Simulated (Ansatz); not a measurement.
# Cu2O (Cuprite): the cost of one run

Program: Ansatz 0.2.0. Level of theory: DFT PBE, scalar-relativistic, plane waves, PAW. These are calculated values, not measurements.

The COD entry's cell or inner coordinates are ideal or old and differ from later refinements, so a difference from it is no clean test against experiment.

## (1) The starting structure

The structure is cubic, space group Pn-3m (No. 224). Conventional cell: a = 4.260 Å, b = 4.260 Å, c = 4.260 Å, α = 90.00°, β = 90.00°, γ = 90.00°. Cu (site symmetry -3m) has 2 O at 1.84 Å as nearest neighbours. O (site symmetry -43m) is surrounded by 4 Cu at 1.84 Å.

Structure file:

```
Cu O
1.0
     4.26000    0.00000    0.00000
     0.00000    4.26000    0.00000
     0.00000    0.00000    4.26000
Cu O
4 2
Direct
  0.25000 0.25000 0.25000
  0.25000 0.75000 0.75000
  0.75000 0.75000 0.25000
  0.75000 0.25000 0.75000
  0.00000 0.00000 0.00000
  0.50000 0.50000 0.50000
```

The moments start at Cu 1.00 μB.

## (2) First run, at the start cell

Input file input.yaml:

```yaml
crystal:
  lattice:
    - [4.26, 0.0, 0.0]
    - [0.0, 4.26, 0.0]
    - [0.0, 0.0, 4.26]
  atoms:
    - { symbol: Cu, position: [0.25, 0.25, 0.25], spin: 1.0 }
    - { symbol: Cu, position: [0.25, 0.75, 0.75], spin: 1.0 }
    - { symbol: Cu, position: [0.75, 0.75, 0.25], spin: 1.0 }
    - { symbol: Cu, position: [0.75, 0.25, 0.75], spin: 1.0 }
    - { symbol: O, position: [0.0, 0.0, 0.0] }
    - { symbol: O, position: [0.5, 0.5, 0.5] }
basis:
  ecutwfc: 420
  ecutrho_ratio: 4
kpoints:
  mp_grid: { grid: [8, 8, 8] }
hamiltonian:
  xc: pbe
scf:
  occupations: { method: gaussian, width: 0.05 }
output:
  forces: true
  stress: true
  eigenvalues: true
  populations: true
magnetization:
  spin_polarized: true
```

Run with:

```console
$ ansatz run input.yaml --threads 8 --pin off --max-ram 22528MiB --backend cpu --events-out ev --progress --plain --runs-dir out
```

**Question.** How long does this run take on 8 threads of AMD EPYC (Zen 3), shared host, and how much memory does it need?

About 16 s, with a peak of 0.67 GiB.
